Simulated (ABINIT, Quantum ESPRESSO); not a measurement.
Given: the input of a run of ABINIT 10.8.3 (patched build) on NbP. The cell is a database's computed one, not the measured one.

run.abi

```
# Pseudopotentials
pp_dirpath "./"
pseudos "Nb.GGA_PBE-JTH.xml, P.GGA_PBE-JTH.xml"

# Structure
acell 6.209635874 6.209635874 6.209635874 Angstrom
rprim
    -0.2697297053     0.2697297053     0.9243872414
     0.2697297053    -0.2697297053     0.9243872414
     0.2697297053     0.2697297053    -0.9243872414
ntypat 2
znucl 41 15
natom 4
typat 1 1 2 2
xcart
     3.1651462306     0.0000000000     5.4210302089
     0.0000000000     0.0000000000    10.8446463980
     0.0000000000     3.1651462306     7.2187847690
     0.0000000000     0.0000000000     1.7951685799

# Plane-wave basis
ecut 544.227725 eV
pawecutdg 40.0
pawxcdev 0

# k points
kptopt 1
ngkpt 11 11 11
nshiftk 1
shiftk 0.0 0.0 0.0

# Exchange and correlation
ixc -116133

# Bands and occupations
nband 22
occopt 3
tsmear 0.00183747

# SCF cycle
nstep 100
tolvrs 1.0e-9

# Output
iomode 3
prtwf 0
prtden 0
prteig 0
prtebands 0
enunit 2
```

Potentials or basis: JTH PAW PBE v2.0.

The run is started by

```bash
$ abinit run.abi > log 2>&1
```

Problem. What does the same run look like in Quantum ESPRESSO 7.5? Potentials or basis there: GBRV 1.5 PBEsol, cutoff 612 eV.

Solution. As run (cutoffs and basis follow the program's own potentials, and thresholds, step limits or extra output files can differ):

Contents of pw.in:

```
&CONTROL
  calculation = 'scf'
  prefix = 'pwscf'
  outdir = './tmp'
  pseudo_dir = './pseudo'
  tprnfor = .true.
  tstress = .true.
  disk_io = 'low'
/
&SYSTEM
  ibrav = 0
  celldm(1) = 8
  nat = 4
  ntyp = 2
  ecutwfc = 45
  ecutrho = 360
  nbnd = 26
  occupations = 'smearing'
  smearing = 'fd'
  degauss = 0.00367493
/
&ELECTRONS
  conv_thr = 8d-10
  electron_maxstep = 120
  mixing_beta = 0.5
/
ATOMIC_SPECIES
Nb    92.9064 nb_pbesol_v1.uspp.F.UPF
P     30.9738 p_pbesol_v1.5.uspp.F.UPF
CELL_PARAMETERS alat
 -0.3956432788229   0.3956432788229   1.3559040472720
  0.3956432788229  -0.3956432788229   1.3559040472720
  0.3956432788229   0.3956432788229  -1.3559040472720
ATOMIC_POSITIONS crystal
Nb     0.2498808000    0.7498808000    0.5000000000
Nb     0.4998808000    0.4998808000    0.0000000000
P      0.8327477700    0.3327477700    0.5000000000
P      0.0827477700    0.0827477700    0.0000000000
K_POINTS automatic
11 11 11 0 0 0
```

pp_density.in

```
&INPUTPP
  prefix = 'pwscf'
  outdir = './tmp'
  filplot = 'density.dat'
  plot_num = 0
/
&PLOT
  nfile = 1
  filepp(1) = 'density.dat'
  iflag = 3
  output_format = 6
  fileout = 'density.cube'
/
```

pp_potential.in

```
&INPUTPP
  prefix = 'pwscf'
  outdir = './tmp'
  filplot = 'potential.dat'
  plot_num = 11
/
&PLOT
  nfile = 1
  filepp(1) = 'potential.dat'
  iflag = 3
  output_format = 6
  fileout = 'potential.cube'
/
```

Potentials or basis: GBRV 1.5 PBEsol.

Run with:

```sh
$ OMP_NUM_THREADS=1 mpirun -n 2 pw.x -nk 2 -in pw.in > pw.out
$ OMP_NUM_THREADS=1 mpirun -n 1 pp.x -in pp_density.in > pp_density.out
$ OMP_NUM_THREADS=1 mpirun -n 1 pp.x -in pp_potential.in > pp_potential.out
```

Both were run:

|  | ABINIT | Quantum ESPRESSO |
| --- | --- | --- |
| Pressure | -6.6 GPa | -6.7 GPa |

ABINIT's potentials were made for PBE.

Pressure is positive in compression.
